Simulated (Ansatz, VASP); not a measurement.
**One calculation of MgS, two programs**

```
CELL_PARAMETERS angstrom
4.03462 0.00000 0.00000
-2.01731 3.49409 0.00000
0.00000 0.00000 6.43229
ATOMIC_POSITIONS crystal
S 0.66667 0.33333 0.87924
S 0.33333 0.66667 0.37924
Mg 0.33333 0.66667 0.99575
Mg 0.66667 0.33333 0.49575
```

The cell comes from a database or a generator and needn't be the stable form of this composition.

Alike in both runs: task relaxation of cell and atoms; functional r2SCAN; k mesh 6 × 6 × 3; occupations fermi-dirac, width 0.05 eV; no spin polarisation.

|  | VASP | Ansatz |
| --- | --- | --- |
| version | VASP 6.6.1 | Ansatz 0.2.0 |
| potentials or method | VASP PAW PBE potentials, release 64 (S, Mg) | Ansatz PAW |
| plane-wave cutoff (eV) | 600 | 500 |
| valence electrons in the cell | 16 | 32 |

Ansatz gave:

```
gap on the k mesh at the Fermi level, each at its own relaxed structure (eV) : 4.15
relaxed volume (Å³/atom)                                                     : 22.68
relaxed cell length with the largest relative difference (Å)                 : 6.456
```

Question: What did VASP give for the same quantities?

Answer: gap on the k mesh at the Fermi level, each at its own relaxed structure (eV): 4.14; relaxed volume (Å³/atom): 22.57; relaxed cell length with the largest relative difference (Å): 6.422.

The two sets of potentials don't hold the same shells in valence.

Caveats: the PAW data sets were made with another functional, which shifts forces and pressure a little (VASP); odd divisions of the mesh miss points on the zone boundary, where band edges often lie, so the gap on the mesh can be too wide (Ansatz); the plane-wave basis is chosen anew once the cell has moved, so the energies of steps on either side of that aren't comparable (Ansatz); the PAW data sets come from PBE, with cores solved anew for the run's functional, which leaves a small shift of forces and pressure (Ansatz). r2SCAN opens gaps a little over a GGA but as a rule still falls short of measured ones.
